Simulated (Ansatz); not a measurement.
**Is this C structure a true minimum?**

The cell was found from a structure generator's guess, not taken from experiment.

These are results of DFT PBE, scalar-relativistic, plane waves, PAW in Ansatz, not measurements. Cutoff 420 eV; k points 32×32×32 on the computed 2-atom cell (Γ-centred); Gaussian smearing, width 0.10 eV; no spin polarisation.

The cell below (2 atoms, space group I4/mmm (No. 139)) is relaxed within its symmetry.

```xyz
2
Lattice="-1.1827 1.1827 2.0517 1.1827 -1.1827 2.0517 1.1827 1.1827 -2.0517" Properties=species:S:1:pos:R:3 pbc="T T T"
C     0.0000    0.0000    3.3527
C     0.0000    0.0000    0.7507
```

For the test a repeat of it with 4 atoms (edges 2.37, 2.65, 4.27 Å) was strained at random (σ = 1.5 % a component), the atoms were moved at random (σ = 0.15 Å), and all was relaxed again on a coarse 10×10×10 mesh (in the run’s order of axes) with 0.20 eV smearing, with no symmetry imposed.

Task: What happens?

Result: It doesn't return. The energy falls by 1852 meV/atom on that mesh, the volume changes by -0.8 %, and the end has space group Fd-3m (No. 227) at a loose tolerance. Relaxed again on a 12×12×12 mesh with 0.02 eV smearing, the new structure lies 1853 meV/atom below the first (mesh in the axes of the run's cell; the cell below is made exact in the group named). Space group Fd-3m (No. 227), cubic, a = 3.572 Å. Around C lie 4 C at 1.55 Å.

Space group Fd-3m:1 (No. 227). a = 3.572 Å, b = 3.572 Å, c = 3.572 Å, α = 90.00°, β = 90.00°, γ = 90.00°
```json
{"atom": "C", "site": "8b", "symmetry": "-43m", "x": "0.0000", "y": "0.0000", "z": "0.5000"}
```
